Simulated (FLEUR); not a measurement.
**CuO: equation of state with PBEsol**

CuO:

```
Cu O
1.0
     4.16094    0.00000    0.00000
     0.00000    4.16094    0.00000
     0.00000    0.00000    3.88764
Cu O
3 3
Direct
  0.50000 0.00000 0.50000
  0.00000 0.50000 0.50000
  0.00000 0.00000 0.00000
  0.00000 0.00000 0.50000
  0.50000 0.00000 0.00000
  0.00000 0.50000 0.00000
```

Measurements of this composition are mostly on another form, of space group No. 15.

| Quantity | Value |
| --- | --- |
| Program | FLEUR MaX-R8.1 (later development tree) |
| Task | equation of state |
| Functional | PBEsol |
| Potentials or basis | all-electron |
| Basis | FLAPW |
| Kmax | 5.24 1/bohr |
| k mesh | 7 × 7 × 7 |
| Occupations | fermi-dirac, width 0.05 eV |
| Spin | no spin polarisation |
| Gmax | 16.2 1/bohr |
| Muffin-tin radii | Cu 1.87, O 1.43 bohr |
| lmax | Cu 8, O 8 |
| lnonsphr | Cu 8, O 8 |
| Local orbitals a species | Cu 5, O 3 |

```
Equilibrium volume                        : 10.81 Å³/atom
Bulk modulus at fixed shape and positions : 163 GPa
Pressure derivative of the bulk modulus   : 4.6 (rough: it moves with the points fitted)
```

Energy against volume, from the lowest point:
```
volume (Å³/atom)  energy (meV/atom)
          10.545               3.37
          10.769               0.00
          11.218               7.29
          11.667              29.85
          11.891              45.91
```

Caveat: the cell was scaled at fixed shape and fractional positions, which overstates the stiffness of a crystal with free parameters, most of all of layers and chains; the run has no spin polarisation, though such a crystal can be magnetic.
